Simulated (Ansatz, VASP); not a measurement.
# TaN in VASP and in Ansatz

The input INCAR:

```
SYSTEM = TaN
PREC     = Accurate       ! precision mode
ENCUT    = 520            ! plane-wave cutoff, eV
EDIFF    = 1E-6           ! SCF threshold, eV
ISMEAR   = 0              ! smearing method
SIGMA    = 0.1            ! smearing width, eV
LREAL    = .FALSE.        ! projectors in reciprocal space
LASPH    = .TRUE.         ! aspherical terms in the spheres
NELM     = 80             ! most SCF steps
ALGO     = Normal         ! electronic algorithm
ISIF     = 2              ! what is computed and relaxed
LWAVE    = .FALSE.        ! write WAVECAR
LCHARG   = .FALSE.        ! write CHGCAR
GGA      = PE             ! functional
NBANDS   = 15             ! bands
```

File KPOINTS:

```
regular mesh
0
G
  8 8 8
  0 0 0
```

Contents of POSCAR:

```
TaN
1.0
    0.0000000000      2.1790000000      2.1790000000
    2.1790000000      0.0000000000      2.1790000000
    2.1790000000      2.1790000000      0.0000000000
Ta N
1 1
Direct
    0.5000000000      0.5000000000      0.5000000000
    0.0000000000      0.0000000000      0.0000000000
```

Input for Ansatz:

```yaml
crystal:
  lattice:
    - [0.0, 2.179, 2.179]
    - [2.179, 0.0, 2.179]
    - [2.179, 2.179, 0.0]
  atoms:
    - { symbol: Ta, position: [0.5, 0.5, 0.5] }
    - { symbol: "N", position: [0.0, 0.0, 0.0] }
basis:
  ecutwfc: 420
kpoints:
  mp_grid: { grid: [8, 8, 8] }
hamiltonian:
  xc: pbe
scf:
  occupations: { method: gaussian, width: 0.1 }
output:
  forces: true
  stress: true
  eigenvalues: true
```

Alike in both runs: task single point; functional PBE; k mesh 8 × 8 × 8; occupations gaussian, width 0.1 eV; no spin polarisation.

|  | VASP | Ansatz |
| --- | --- | --- |
| version | VASP 6.6.1 | Ansatz 0.2.0 |
| potentials or method | VASP PAW PBE potentials, release 64 (Ta_pv, N) | scalar-relativistic, plane waves, PAW |
| plane-wave cutoff (eV) | 520 | 420 |
| valence electrons in the cell | 16 | 18 |

|  | VASP | Ansatz | Ansatz less VASP |
| --- | --- | --- | --- |
| gap on the k mesh at the Fermi level (eV) | none | none | - |
| pressure (GPa) | 15.7 | 14.7 | -0.98 |

A gap of «none» marks a metal or a gap that the smearing closes. The functional is the same, so the differences come from potentials, cutoffs and numerics. The two sets of potentials don't hold the same shells in valence.

Caveats: so large a pressure means that the cell lies far from this level's equilibrium, or that cutoff or potentials fall short (VASP). Spin-orbit coupling is left out, which matters for the levels of Ta.
